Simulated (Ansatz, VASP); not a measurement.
# One calculation of Cu, two programs

```
Cu
1.0
    -1.44012    1.44012    1.44012
     1.44012   -1.44012    1.44012
     1.44012    1.44012   -1.44012
Cu
1
Direct
  0.00000 0.00000 0.00000
```

Alike in both runs: task single point; functional RPBE; k mesh 17 × 17 × 17; occupations fermi-dirac, width 0.1 eV; no spin polarisation.

```csv
,VASP,Ansatz
version,VASP 6.6.1,Ansatz 0.2.0
potentials or method,"VASP PAW PBE potentials, release 64 (Cu)","plane waves (420 eV) with PAW, scalar-relativistic"
plane-wave cutoff (eV),520,420
valence electrons in the cell,11,19
```

```tsv
	VASP	Ansatz	Ansatz less VASP
pressure (GPa)	6.1	5.5	-0.57
```

The two sets of potentials don't hold the same shells in valence.

Caveats: the PAW data sets were made with another functional, which shifts forces and pressure a little (VASP).
